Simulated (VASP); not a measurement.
# KCl (Sylvite) (Fm-3m) in VASP: a series of runs

The runs below take KCl (Sylvite) through hyperfine couplings, equation of state, band structure, with BLYP+D3(BJ), revPBE+D2, revTPSS, MS2.

Program: VASP 6.6.1. These are calculated values, not measurements. Logs are shortened: lines on timing, memory, paths and dates and some standing lists are left out, and cuts for length are marked.

**Measured values to compare with.**

From a printed reference work, monograph, for a bulk crystal of KCl: band gap 8.68 eV.

The runs below are set against these values where they give the same quantity.

### 1 The structure

The structure is cubic, space group Fm-3m (No. 225). The conventional cell has a = 6.293 Å, b = 6.293 Å, c = 6.293 Å, α = 90.00°, β = 90.00°, γ = 90.00°. K (site symmetry m-3m) is surrounded by 6 Cl at 3.15 Å. Cl (site symmetry m-3m) has 6 K at 3.15 Å as nearest neighbours.

### 2 Hyperfine couplings, BLYP+D3(BJ), collinear spin, ferromagnetic start

File INCAR:

```
  PREC = Accurate
  ENCUT = 520
  EDIFF = 1E-6
  ISMEAR = 0
  SIGMA = 0.1
  LREAL = False
  LASPH = True
  NELM = 60
  ALGO = Fast
  ISIF = 2
  LWAVE = False
  LCHARG = False
  ISPIN = 2
  MAGMOM = 0.5 0
  LORBIT = 11
  GGA = B5
  ALDAX = 1.0
  AGGAX = 1.0
  AGGAC = 1.0
  ALDAC = 0.0
  IVDW = 12
  VDW_S6 = 1.0
  VDW_S8 = 2.6996
  VDW_A1 = 0.4298
  VDW_A2 = 4.2359
  LHYPERFINE = True
```

File KPOINTS:

```
Automatic mesh
0
Gamma
  7 7 7
```

File POSCAR:

```
KCl
4.4498
    0.000000000000      0.707103690053      0.707103690053
    0.707103690053      0.000000000000      0.707103690053
    0.707103690053      0.707103690053      0.000000000000
K Cl
1 1
Direct
    0.0000000000      0.0000000000      0.0000000000
    0.5000000000      0.5000000000      0.5000000000
```

Potentials or basis: VASP PAW PBE potentials, release 64 (K_sv, Cl).

On the command line:

```bash
$ cat potpaw_PBE.64/K_sv/POTCAR potpaw_PBE.64/Cl/POTCAR > POTCAR
$ mpirun -np 1 vasp_std > vasp.out
```

OUTCAR:

```text
PREC = Accurate
   ENCUT = 520
   EDIFF = 1E-6
   ISMEAR = 0
   LREAL = False
   LASPH = True
   NELM = 60
   ISIF = 2
   ISPIN = 2
   LORBIT = 11
   GGA = B5
   IVDW = 12
 IVDW          = 12

 ion  position               nearest neighbor table
   1  0.000  0.000  0.000-   2 3.15   2 3.15   2 3.15   2 3.15   2 3.15   2 3.15
   2  0.500  0.500  0.500-   1 3.15   1 3.15   1 3.15   1 3.15   1 3.15   1 3.15

  LATTYP: Found a face centered cubic cell.
 ALAT       =     6.2929400000

  Lattice vectors:

 A1 = (   0.0000000000,   3.1464700000,   3.1464700000)
 A2 = (   3.1464700000,   0.0000000000,   3.1464700000)
 A3 = (   3.1464700000,   3.1464700000,   0.0000000000)

Analysis of symmetry for initial positions (statically):
=====================================================================
 Subroutine PRICEL returns:
 Original cell was already a primitive cell.

 Routine SETGRP: Setting up the symmetry group for a
 face centered cubic supercell.

 Subroutine GETGRP returns: Found 48 space group operations
 (whereof 48 operations were pure point group operations)
 out of a pool of 48 trial point group operations.

The static configuration has the point symmetry O_h .

Analysis of symmetry for dynamics (positions and initial velocities):
=====================================================================
 Subroutine PRICEL returns:
 Original cell was already a primitive cell.

 Routine SETGRP: Setting up the symmetry group for a
 face centered cubic supercell.

 Subroutine GETGRP returns: Found 48 space group operations
 (whereof 48 operations were pure point group operations)
 out of a pool of 48 trial point group operations.

The dynamic configuration has the point symmetry O_h .

Analysis of structural, dynamic, and magnetic symmetry:
=====================================================================
 Subroutine PRICEL returns:
 Original cell was already a primitive cell.

 Routine SETGRP: Setting up the symmetry group for a
 face centered cubic supercell.

 Subroutine GETGRP returns: Found 48 space group operations
 (whereof 48 operations were pure point group operations)
 out of a pool of 48 trial point group operations.

The overall configuration has the point symmetry O_h .

 Subroutine INISYM returns: Found 48 space group operations
 (whereof 48 operations are pure point group operations),
 and found     1 'primitive' translations

----------------------------------------------------------------------------------------

                                     Primitive cell

  volume of cell :      62.3018

  direct lattice vectors                    reciprocal lattice vectors
     0.000000000  3.146470000  3.146470000    -0.158908237  0.158908237  0.158908237
     3.146470000  0.000000000  3.146470000     0.158908237 -0.158908237  0.158908237
     3.146470000  3.146470000  0.000000000     0.158908237  0.158908237 -0.158908237

  length of vectors
     4.449780548  4.449780548  4.449780548     0.275237140  0.275237140  0.275237140

  position of ions in fractional coordinates (direct lattice)
     0.000000000  0.000000000  0.000000000
     0.500000000  0.500000000  0.500000000

  ion indices of the primitive-cell ions
   primitive index   ion index
                 1           1
                 2           2

----------------------------------------------------------------------------------------

 KPOINTS: Automatic mesh

Automatic generation of k-mesh.
 Grid dimensions read from file:
 generate k-points for:    7    7    7

 Generating k-lattice:

  Cartesian coordinates                     Fractional coordinates (reciprocal lattice)
    -0.022701177  0.022701177  0.022701177     0.142857143  0.000000000  0.000000000
     0.022701177 -0.022701177  0.022701177     0.000000000  0.142857143  0.000000000
     0.022701177  0.022701177 -0.022701177     0.000000000  0.000000000  0.142857143

  Length of vectors
     0.039319591  0.039319591  0.039319591

  Shift w.r.t. Gamma in fractional coordinates (k-lattice)
[... 77 lines left out ...]
   LRPA    =     F    only Hartree local field effects (RPA)
 spin polarized calculation
 RMM-DIIS sequential band-by-band and
 Gauss-broadening in eV      SIGMA  =   0.10
  energy-cutoff  :      520.00
  volume of cell :       62.30
 maximum number of plane-waves:      1693
 NGX is ok and might be reduce to    36
   NGX = 17   NGY = 17   NGZ = 17

 number of electron      16.0000001 magnetization       0.0000489

 number of electron      16.0000001 magnetization      -0.0000048

 Free energy of the ion-electron system (eV)
  ---------------------------------------------------
  ext. energy  EPLUGINS =         0.00000000
  ---------------------------------------------------
  free energy    TOTEN  =        -6.43375346 eV

  energy without entropy =       -6.43375346  energy(sigma->0) =       -6.43375346

 E-fermi :  -1.0352     XC(G=0):  -7.2798

 val. band max:       -1.5721765102   @ k =   0.0000   0.0000   0.0000
 cond. band min:       3.6117954102   @ k =   0.0000   0.0000   0.0000
 fundamental gap:      5.1839719204
 Fermi energy:        -1.0351839906

 spin component 1

 k-point     1 :       0.0000    0.0000    0.0000
  band No.  band energies     occupation
      1     -28.7557      1.00000
      2     -13.6682      1.00000
      3     -12.2914      1.00000
      4     -12.2914      1.00000
      5     -12.2914      1.00000
      6      -1.5722      1.00000
      7      -1.5722      1.00000
      8      -1.5722      1.00000
      9       3.6118      0.00000
     10       6.7278      0.00000
     11       6.7278      0.00000
     12       6.7278      0.00000
[... 271 lines left out ...]
 k-point    20 :      -0.2857    0.4286    0.1429
  band No.  band energies     occupation
      1     -28.7419      1.00000
      2     -13.6878      1.00000
      3     -12.3959      1.00000
      4     -12.3599      1.00000
      5     -12.1932      1.00000
      6      -2.1536      1.00000
      7      -2.0735      1.00000
      8      -1.9362      1.00000
      9       6.1604      0.00000
     10       6.8675      0.00000
     11       7.8640      0.00000
     12       8.2504      0.00000
 Fermi energy:        -1.0351839906

 spin component 2

 k-point     1 :       0.0000    0.0000    0.0000
  band No.  band energies     occupation
      1     -28.7557      1.00000
      2     -13.6682      1.00000
      3     -12.2914      1.00000
      4     -12.2914      1.00000
      5     -12.2914      1.00000
      6      -1.5722      1.00000
      7      -1.5722      1.00000
      8      -1.5722      1.00000
      9       3.6118      0.00000
     10       6.7278      0.00000
     11       6.7278      0.00000
     12       6.7278      0.00000
[... 271 lines left out ...]
 k-point    20 :      -0.2857    0.4286    0.1429
  band No.  band energies     occupation
      1     -28.7419      1.00000
      2     -13.6878      1.00000
      3     -12.3959      1.00000
      4     -12.3599      1.00000
      5     -12.1932      1.00000
      6      -2.1536      1.00000
      7      -2.0735      1.00000
      8      -1.9361      1.00000
      9       6.1604      0.00000
     10       6.8675      0.00000
     11       7.8641      0.00000
     12       8.2504      0.00000

------------------------ aborting loop because EDIFF is reached ----------------------------------------

 Edisp (eV)   -0.90070

 E8    (eV) :    -0.6748

  FORCE on cell =-STRESS in cart. coord.  units (eV):
  Direction    XX          YY          ZZ          XY          YZ          ZX
  --------------------------------------------------------------------------------------
  -------------------------------------------------------------------------------------
  Total      -0.29375    -0.29375    -0.29375     0.00000     0.00000     0.00000
  in kB      -7.55410    -7.55410    -7.55410     0.00000     0.00000     0.00000
  external pressure =       -7.55 kB  Pullay stress =        0.00 kB

 VOLUME and BASIS-vectors are now :
 -----------------------------------------------------------------------------
  energy-cutoff  :      520.00
  volume of cell :       62.30
      direct lattice vectors                 reciprocal lattice vectors
     0.000000000  3.146470000  3.146470000    -0.158908237  0.158908237  0.158908237
     3.146470000  0.000000000  3.146470000     0.158908237 -0.158908237  0.158908237
     3.146470000  3.146470000  0.000000000     0.158908237  0.158908237 -0.158908237

 POSITION                                       TOTAL-FORCE (eV/Angst)
 -----------------------------------------------------------------------------------
      0.00000      0.00000      0.00000         0.000000     -0.000000     -0.000000
      3.14647      3.14647      3.14647        -0.000000      0.000000      0.000000
 -----------------------------------------------------------------------------------
    total drift:                                0.000000      0.000000      0.000000

  FREE ENERGIE OF THE ION-ELECTRON SYSTEM (eV)
  ---------------------------------------------------
  free  energy   TOTEN  =        -7.3344502723 eV

  energy  without entropy=       -7.3344502723  energy(sigma->0) =       -7.33445027

 Fermi contact (isotropic) hyperfine coupling parameter (MHz)
 -------------------------------------------------------------
  ion      A_pw      A_1PS     A_1AE     A_1c      A_tot
 -------------------------------------------------------------
   1       0.000     0.000     0.006     0.000     0.006
   2       0.000     0.000     0.001     0.000     0.001
 -------------------------------------------------------------

 Dipolar hyperfine coupling parameters (MHz)
 ---------------------------------------------------------------------
  ion      A_xx      A_yy      A_zz      A_xy      A_xz      A_yz
 ---------------------------------------------------------------------
   1       0.000     0.000    -0.000    -0.000    -0.000    -0.000
   2      -0.000    -0.000     0.000    -0.000    -0.000    -0.000
 ---------------------------------------------------------------------

 Total hyperfine coupling parameters after diagonalization (MHz)
 (convention: |A_zz| > |A_xx| > |A_yy|)
 ----------------------------------------------------------------------
  ion      A_xx      A_yy      A_zz     asymmetry (A_yy - A_xx)/ A_zz
 ----------------------------------------------------------------------
   1       0.006     0.006     0.006      -0.000
   2       0.001     0.001     0.001      -0.003
 ---------------------------------------------------------------------

 total charge

# of ion       s       p       d       tot
------------------------------------------
    1        1.954   5.547   0.026   7.527
    2        1.603   3.572   0.000   5.175
--------------------------------------------------
tot          3.557   9.119   0.026  12.702

 magnetization (x)

# of ion       s       p       d       tot
------------------------------------------
    1        0.000  -0.000   0.000  -0.000
    2       -0.000  -0.000   0.000  -0.000
--------------------------------------------------
tot         -0.000  -0.000   0.000  -0.000
```

Run time: 3.2 min. Hardware: 1 thread of AMD EPYC 7R43 (Zen 3), shared host; peak memory 0.2 GiB.

Results:

```yaml
Free_energy: -7.3345 eV
Pressure: -0.8 GPa
Band_gap_on_the_k_mesh: 5.18 eV, direct
Net_moment: 0.00 μB per cell
Valence_electrons_inside_the_program's_atomic_spheres: K 7.53; Cl 5.17
Dispersion_energy_per_atom: -0.450 eV
```

Levels at points of the mesh, in eV from the valence-band top:
Spin up:
```csv
k point,band 5,band 6,band 7,band 8,band 9,band 10,band 11,band 12
"(0.00, 0.00, 0.00)",-10.72,0.00,0.00,0.00,5.18,8.30,8.30,8.30
```
Spin down:
| k point | band 6 | band 7 | band 8 | band 9 | band 10 | band 11 |
| --- | --- | --- | --- | --- | --- | --- |
| (0.00, 0.00, 0.00) | 0.00 | 0.00 | 0.00 | 5.18 | 8.30 | 8.30 |

Hyperfine coupling, principal values (MHz):
| atom | values |
| --- | --- |
| 1 K | 0.0, 0.0, 0.0 |
| 2 Cl | 0.0, 0.0, 0.0 |

Caveat: the PAW data sets were made with another functional, which shifts forces and pressure a little; an odd mesh through Γ misses points on the zone boundary, where band edges often lie.

[end of part 1 of 2]
